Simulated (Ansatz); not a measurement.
BAs (rocksalt type), DFT, LDA, all-electron LAPW, scalar-relativistic (Ansatz 0.2.0), on 1 thread of Arm Neoverse V1 (shared host).

Command: `ansatz run input.yaml --threads 1 --pin off --max-ram 2048MiB --backend cpu --events-out ev --progress --plain --runs-dir out`

```yaml
crystal:
  lattice:
    - [0.0, 2.1750952467, 2.1750952467]
    - [2.1750952467, 0.0, 2.1750952467]
    - [2.1750952467, 2.1750952467, 0.0]
  atoms:
    - { symbol: B, position: [0.0, 0.0, 0.0] }
    - { symbol: As, position: [0.5, 0.5, 0.5] }
kpoints:
  mp_grid: { grid: [17, 17, 17] }
scf:
  occupations: { method: fermi_dirac, width: 0.1 }
hamiltonian:
  xc: lda
  pseudopotentials: { kind: all_electron, lapw: { basis_error: 0.001 } }
output:
  forces: true
  stress: true
  eigenvalues: true
  populations: true
```

Problem. How large is the problem that the program sets up?

Solution. 165 irreducible k-points, 229 plane waves at Γ, 18 bands.

Problem. About how long does it take?

Solution. 19 s of wall time for 7 SCF iterations. Times on shared machines scatter by tens of per cent.
